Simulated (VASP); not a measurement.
# RbBr (Pm-3m) in VASP: notebook

Runs on RbBr. Level: PBEsol. Tasks: single point.

Everything below comes from runs of VASP 6.6.1. Logs are shortened: lines on timing, memory, paths and dates and some standing lists are left out, and cuts for length are marked.

## Step 1: The crystal as given

The structure is cubic, space group Pm-3m (No. 221). The conventional cell has a = 4.070 Å, b = 4.070 Å, c = 4.070 Å, α = 90.00°, β = 90.00°, γ = 90.00°. Rb (site symmetry m-3m) is surrounded by 8 Br at 3.52 Å. Br (site symmetry m-3m) has 8 Rb at 3.52 Å as nearest neighbours.

The cell comes from a database or a generator and needn't be the stable form of this composition.

## Step 2: Single point, PBEsol

INCAR

```
  PREC = Accurate
  ENCUT = 520
  EDIFF = 1E-6
  ISMEAR = 0
  SIGMA = 0.05
  LREAL = F
  LASPH = T
  NELM = 60
  ALGO = Fast
  ISIF = 2
  LWAVE = F
  LCHARG = F
  GGA = PS
  NBANDS = 15
```

KPOINTS

```
Automatic mesh
0
Gamma
  6 6 6
```

POSCAR

```
RbBr
1.0
    4.0701688540      0.0000000000      0.0000000000
    0.0000000000      4.0701688540      0.0000000000
    0.0000000000      0.0000000000      4.0701688540
Rb Br
1 1
Direct
    0.0000000000      0.0000000000      0.0000000000
    0.5000000000      0.5000000000      0.5000000000
```

Potentials or basis: VASP PAW PBE potentials, release 64 (Rb_sv, Br).

Started as:

```sh
$ cat potpaw_PBE.64/Rb_sv/POTCAR potpaw_PBE.64/Br/POTCAR > POTCAR
$ mpirun -np 1 vasp_std > vasp.out
```

OUTCAR:

```text
PREC = Accurate
   ENCUT = 520
   EDIFF = 1E-6
   ISMEAR = 0
   LREAL = F
   LASPH = T
   NELM = 60
   ISIF = 2
   GGA = PS

 ion  position               nearest neighbor table
   1  0.000  0.000  0.000-   2 3.52   2 3.52   2 3.52   2 3.52   2 3.52   2 3.52   2 3.52   2 3.52

   2  0.500  0.500  0.500-   1 3.52   1 3.52   1 3.52   1 3.52   1 3.52   1 3.52   1 3.52   1 3.52

  LATTYP: Found a simple cubic cell.
 ALAT       =     4.0701688540

  Lattice vectors:

 A1 = (   4.0701688540,   0.0000000000,   0.0000000000)
 A2 = (   0.0000000000,   4.0701688540,   0.0000000000)
 A3 = (   0.0000000000,   0.0000000000,   4.0701688540)

Analysis of symmetry for initial positions (statically):
=====================================================================
 Subroutine PRICEL returns:
 Original cell was already a primitive cell.

 Routine SETGRP: Setting up the symmetry group for a
 simple cubic supercell.

 Subroutine GETGRP returns: Found 48 space group operations
 (whereof 48 operations were pure point group operations)
 out of a pool of 48 trial point group operations.

The static configuration has the point symmetry O_h .

Analysis of symmetry for dynamics (positions and initial velocities):
=====================================================================
 Subroutine PRICEL returns:
 Original cell was already a primitive cell.

 Routine SETGRP: Setting up the symmetry group for a
 simple cubic supercell.

 Subroutine GETGRP returns: Found 48 space group operations
 (whereof 48 operations were pure point group operations)
 out of a pool of 48 trial point group operations.

The dynamic configuration has the point symmetry O_h .

 Subroutine INISYM returns: Found 48 space group operations
 (whereof 48 operations are pure point group operations),
 and found     1 'primitive' translations

----------------------------------------------------------------------------------------

                                     Primitive cell

  volume of cell :      67.4275

  direct lattice vectors                    reciprocal lattice vectors
     4.070168854  0.000000000  0.000000000     0.245690053  0.000000000  0.000000000
     0.000000000  4.070168854  0.000000000     0.000000000  0.245690053  0.000000000
     0.000000000  0.000000000  4.070168854     0.000000000  0.000000000  0.245690053

  length of vectors
     4.070168854  4.070168854  4.070168854     0.245690053  0.245690053  0.245690053

  position of ions in fractional coordinates (direct lattice)
     0.000000000  0.000000000  0.000000000
     0.500000000  0.500000000  0.500000000

  ion indices of the primitive-cell ions
   primitive index   ion index
                 1           1
                 2           2

----------------------------------------------------------------------------------------

 KPOINTS: Automatic mesh

Automatic generation of k-mesh.
 Grid dimensions read from file:
 generate k-points for:    6    6    6

 Generating k-lattice:

  Cartesian coordinates                     Fractional coordinates (reciprocal lattice)
     0.040948342  0.000000000  0.000000000     0.166666667  0.000000000  0.000000000
     0.000000000  0.040948342  0.000000000     0.000000000  0.166666667  0.000000000
     0.000000000  0.000000000  0.040948342     0.000000000  0.000000000  0.166666667

  Length of vectors
     0.040948342  0.040948342  0.040948342

  Shift w.r.t. Gamma in fractional coordinates (k-lattice)
     0.000000000  0.000000000  0.000000000

 Subroutine IBZKPT returns following result:
 ===========================================

 Found     20 irreducible k-points:

 Following reciprocal coordinates:
            Coordinates               Weight
  0.000000  0.000000  0.000000      1.000000
  0.166667  0.000000  0.000000      6.000000
  0.333333  0.000000  0.000000      6.000000
  0.500000  0.000000  0.000000      3.000000
  0.166667  0.166667  0.000000     12.000000
  0.333333  0.166667  0.000000     24.000000
[... 12 lines left out ...]
  0.500000  0.500000  0.333333      6.000000
  0.500000  0.500000  0.500000      1.000000
   k-points           NKPTS =     20   k-points in BZ     NKDIM =     20   number of bands    NBANDS=     15
   number of dos      NEDOS =    301   number of ions     NIONS =      2
   total plane-waves  NPLWV =  27000
   dimension x,y,z NGX =    30 NGY =   30 NGZ =   30
   dimension x,y,z NGXF=    60 NGYF=   60 NGZF=   60
   ions per type =               1   1
   NGX,Y,Z   is equivalent  to a cutoff of  12.25, 12.25, 12.25 a.u.
   NGXF,Y,Z  is equivalent  to a cutoff of  24.51, 24.51, 24.51 a.u.
 SYSTEM =  unknown system
   PREC   = accura    normal or accurate (medium, high low for compatibility)
   ISTART =      0    job   : 0-new  1-cont  2-samecut
   ICHARG =      2    charge: 1-file 2-atom 10-const
   ISPIN  =      1    spin polarized calculation?
   LNONCOLLINEAR =      F non collinear calculations
   LSORBIT =      F    spin-orbit coupling
   LASPH  =      T    aspherical Exc in radial PAW
   ENCUT  =  520.0 eV  38.22 Ry    6.18 a.u.   7.57  7.57  7.57*2*pi/ulx,y,z
   NELM   =     60;   NELMIN=  2; NELMDL= -5     # of ELM steps
   EDIFF  = 0.1E-05   stopping-criterion for ELM
   LREAL  =      F    real-space projection
   EDIFFG = 0.1E-04   stopping-criterion for IOM
   NSW    =      0    number of steps for IOM
   IBRION =     -1    ionic relax: 0-MD 1-quasi-New 2-CG
   NFREE  =      0    steps in history (QN), initial steepest desc. (CG)
   ISIF   =      2    stress and relaxation
   ISYM   =      2    0-nonsym 1-usesym 2-fastsym
   POTIM  = 0.5000    time-step for ionic-motion
   TEBEG  =    0.0;   TEEND  =   0.0 temperature during run
   PSTRESS=    0.0 pullay stress
   NELECT =      16.0000    total number of electrons
   NUPDOWN=      -1.0000    fix difference up-down
   EMIN   =  10.00;   EMAX   =-10.00  energy-range for DOS
   EFERMI =   0.00;   METHOD = LEGACY
   ISMEAR =     0;   SIGMA  =   0.05  broadening in eV -4-tet -1-fermi 0-gaus
   EFERMI_NEDOS =   21; number of points for ismear=-14 and -15
   IALGO  =     68    algorithm
   IMIX   =      4    mixing-type and parameters
     AMIX     =   0.40;   BMIX     =  1.00
     AMIX_MAG =   1.60;   BMIX_MAG =  1.00
  volume/ion in A,a.u.               =      33.71       227.51
  Fermi-wavevector in a.u.,A,eV,Ry     =   1.013528  1.915290 13.976434  1.027239
  Thomas-Fermi vector in A             =   2.146702
   LORBIT       =      0    0 simple, 1 ext, 2 COOP (PROOUT), +10 PAW based schemes
   GGA     = PS    functional components
   LHFCALC =     F    Hartree Fock is set to
   AEXX    =    0.0000 exact exchange contribution
   IVDW    =     0    specifies the selected vdW correction
   LEPSILON=     F    determine dielectric tensor
   LRPA    =     F    only Hartree local field effects (RPA)
 non-spin polarized calculation
 RMM-DIIS sequential band-by-band and
 Gauss-broadening in eV      SIGMA  =   0.05
  energy-cutoff  :      520.00
  volume of cell :       67.43
 maximum number of plane-waves:      1856
   NGX = 15   NGY = 15   NGZ = 15

 number of electron      15.9999998 magnetization

 Free energy of the ion-electron system (eV)
  ---------------------------------------------------
  ext. energy  EPLUGINS =         0.00000000
  ---------------------------------------------------
  free energy    TOTEN  =        -6.30094749 eV

  energy without entropy =       -6.30094749  energy(sigma->0) =       -6.30094749

 E-fermi :  -0.2811     XC(G=0):  -8.3000

 val. band max:       -0.5681596788   @ k =   0.5000   0.5000   0.0000
 cond. band min:       3.4716580572   @ k =   0.0000   0.0000   0.0000
 fundamental gap:      4.0398177361
 Fermi energy:        -0.2810712029

 k-point     1 :       0.0000    0.0000    0.0000
  band No.  band energies     occupation
      1     -25.5410      2.00000
      2     -13.2766      2.00000
      3      -9.5268      2.00000
      4      -9.5268      2.00000
      5      -9.5268      2.00000
      6      -0.7262      2.00000
      7      -0.7262      2.00000
      8      -0.7262      2.00000
      9       3.4717      0.00000
     10       4.8374      0.00000
     11       4.8374      0.00000
     12       9.4420      0.00000
     13       9.4420      0.00000
     14       9.4420      0.00000
     15      12.1980      0.00000

 k-point     2 :       0.1667    0.0000    0.0000
  band No.  band energies     occupation
      1     -25.5347      2.00000
      2     -13.2757      2.00000
      3      -9.5680      2.00000
      4      -9.5125      2.00000
      5      -9.5125      2.00000
      6      -1.2802      2.00000
      7      -0.7494      2.00000
      8      -0.7494      2.00000
      9       4.1642      0.00000
     10       5.0554      0.00000
     11       5.4889      0.00000
     12       9.3000      0.00000
     13       9.3000      0.00000
     14       9.6049      0.00000
     15      10.8297      0.00000

 k-point     3 :       0.3333    0.0000    0.0000
  band No.  band energies     occupation
      1     -25.5221      2.00000
      2     -13.2767      2.00000
      3      -9.6389      2.00000
      4      -9.4836      2.00000
      5      -9.4836      2.00000
      6      -2.1056      2.00000
      7      -0.7983      2.00000
      8      -0.7983      2.00000
      9       5.5326      0.00000
     10       5.6655      0.00000
     11       6.8026      0.00000
     12       8.9978      0.00000
     13       9.2325      0.00000
     14       9.2325      0.00000
     15      10.0120      0.00000

 k-point     4 :       0.5000    0.0000    0.0000
  band No.  band energies     occupation
      1     -25.5158      2.00000
      2     -13.2787      2.00000
      3      -9.6686      2.00000
      4      -9.4690      2.00000
      5      -9.4690      2.00000
      6      -2.4446      2.00000
      7      -0.8239      2.00000
      8      -0.8239      2.00000
      9       6.2230      0.00000
     10       6.5534      0.00000
     11       7.1894      0.00000
     12       8.0060      0.00000
     13       9.3815      0.00000
     14       9.3815      0.00000
     15      10.5290      0.00000
[... 235 lines left out ...]
 k-point    18 :       0.5000    0.3333    0.3333
  band No.  band energies     occupation
      1     -25.4821      2.00000
      2     -13.0101      2.00000
      3      -9.8149      2.00000
      4      -9.7368      2.00000
      5      -9.7083      2.00000
      6      -1.9276      2.00000
      7      -1.7805      2.00000
      8      -1.5731      2.00000
      9       6.4133      0.00000
     10       7.1478      0.00000
     11       7.1572      0.00000
     12       8.6242      0.00000
     13       8.6519      0.00000
     14       9.0770      0.00000
     15      11.7430      0.00000

 k-point    19 :       0.5000    0.5000    0.3333
  band No.  band energies     occupation
      1     -25.4766      2.00000
      2     -12.9718      2.00000
      3      -9.8116      2.00000
      4      -9.8116      2.00000
      5      -9.6996      2.00000
      6      -1.9515      2.00000
      7      -1.9515      2.00000
      8      -1.7375      2.00000
      9       6.5908      0.00000
     10       7.4789      0.00000
     11       7.4789      0.00000
     12       8.0462      0.00000
     13       9.3770      0.00000
     14       9.3770      0.00000
     15      11.7485      0.00000

 k-point    20 :       0.5000    0.5000    0.5000
  band No.  band energies     occupation
      1     -25.4711      2.00000
      2     -12.9405      2.00000
      3      -9.7849      2.00000
      4      -9.7849      2.00000
      5      -9.7849      2.00000
      6      -2.0398      2.00000
      7      -2.0398      2.00000
      8      -2.0398      2.00000
      9       7.6644      0.00000
     10       7.6644      0.00000
     11       7.6644      0.00000
     12       8.9243      0.00000
     13       8.9243      0.00000
     14       8.9243      0.00000
     15      11.8542      0.00000

------------------------ aborting loop because EDIFF is reached ----------------------------------------

  FORCE on cell =-STRESS in cart. coord.  units (eV):
  Direction    XX          YY          ZZ          XY          YZ          ZX
  --------------------------------------------------------------------------------------
  -------------------------------------------------------------------------------------
  Total        0.0362792      0.0362792      0.0362792     -0.0000000     -0.0000000     -0.0000000
  in kB        0.8620471      0.8620471      0.8620471     -0.0000000     -0.0000000     -0.0000000
  external PRESSURE =       0.8620471 kB  Pullay stress =       0.0000000 kB

 VOLUME and BASIS-vectors are now :
 -----------------------------------------------------------------------------
  energy-cutoff  :      520.00
  volume of cell :       67.43
      direct lattice vectors                 reciprocal lattice vectors
     4.070168854  0.000000000  0.000000000     0.245690053  0.000000000  0.000000000
     0.000000000  4.070168854  0.000000000     0.000000000  0.245690053  0.000000000
     0.000000000  0.000000000  4.070168854     0.000000000  0.000000000  0.245690053

 POSITION                                       TOTAL-FORCE (eV/Angst)
 -----------------------------------------------------------------------------------
      0.00000      0.00000      0.00000         0.000000      0.000000      0.000000
      2.03508      2.03508      2.03508         0.000000      0.000000      0.000000
 -----------------------------------------------------------------------------------
    total drift:                                0.000000      0.000000     -0.000000

  FREE ENERGIE OF THE ION-ELECTRON SYSTEM (eV)
  ---------------------------------------------------
  free  energy   TOTEN  =        -6.3009474894 eV

  energy  without entropy=       -6.3009474894  energy(sigma->0) =       -6.30094749
```

It took 10 s on 1 thread of Intel Xeon 6975P-C (Granite Rapids), shared host; peak memory 0.16 GiB.

Results:

```
Free energy            : -6.3009 eV
Pressure               : 0.1 GPa
Band gap on the k mesh : 4.04 eV, indirect (least direct gap 4.20 eV)
```

Caveat: the PAW data sets were made with another functional, which shifts forces and pressure a little.

## Step 3: Single point, PBEsol (mode 4 frozen in at -0.086 Å, equal normal strain along x and y -0.0133)

INCAR

```
PREC = Accurate
ENCUT = 520
EDIFF = 1E-6
ISMEAR = 0
SIGMA = 0.05
LREAL = F
LASPH = T
NELM = 60
ALGO = Normal
ISIF = 2
LWAVE = F
LCHARG = T
GGA = PS
LELF = T
LVHAR = T
NBANDS = 15
```

KPOINTS

```
regular mesh
0
Gamma
  6 6 6
```

POSCAR

```
RbBr
1.0
    4.0160356082      0.0000000000      0.0000000000
    0.0000000000      4.0160356082      0.0000000000
    0.0000000000      0.0000000000      4.0701688540
Rb Br
1 1
Direct
   -0.0198457406      0.0000000000      0.0000000000
    0.5212276205      0.5000000000      0.5000000000
```

Potentials or basis: VASP PAW PBE potentials, release 64 (Rb_sv, Br).

Started as:

```sh
$ cat potpaw_PBE.64/Rb_sv/POTCAR potpaw_PBE.64/Br/POTCAR > POTCAR
$ mpirun -np 1 vasp_std > vasp.out
```

Run time: 20 s. Hardware: 1 thread of Intel Xeon 6975P-C (Granite Rapids), shared host; peak memory 0.2 GiB.

It converged, with:

```
Free energy            : -6.2825 eV
Pressure               : 0.7 GPa
Largest force          : 0.169 eV/Å
Band gap on the k mesh : 4.12 eV, indirect (least direct gap 4.27 eV)
```

Forces in eV/Å, atoms in the order of the input:
```
Rb   0.169  0.000  0.000
Br  -0.169  0.000  0.000
```

Stress tensor (GPa, compression positive):
```
0.82 0.00 0.00
0.00 0.92 0.00
0.00 0.00 0.50
```

Levels at points of the mesh, in eV from the valence-band top:
```
           k point  band 5  band 6  band 7  band 8  band 9  band 10  band 11  band 12
(0.00, 0.00, 0.00)   -8.92   -0.22   -0.17   -0.15    4.12     5.32     5.44    10.00
(0.50, 0.00, 0.00)   -8.86   -1.97   -0.34   -0.25    6.73     7.26     7.95     8.62
(0.00, 0.50, 0.00)   -8.86   -1.97   -0.35   -0.24    6.75     7.22     7.90     8.41
(0.50, 0.50, 0.00)   -8.83   -1.17   -1.17   -0.07    5.21     6.06     7.83     7.85
(0.00, 0.00, 0.50)   -8.86   -1.96   -0.28   -0.26    6.72     7.19     7.80     8.44
(0.50, 0.00, 0.50)   -8.82   -1.18   -1.15   -0.01    5.18     6.16     7.95     8.01
(0.00, 0.50, 0.50)   -8.82   -1.18   -1.14    0.00    5.18     6.21     7.96     8.00
(0.50, 0.50, 0.50)   -9.19   -1.56   -1.56   -1.53    8.15     8.20     8.36     9.69
```

Caveat: the PAW data sets were made with another functional, which shifts forces and pressure a little. A k mesh can miss the band edges.

(Part 1 of 2 ends here.)
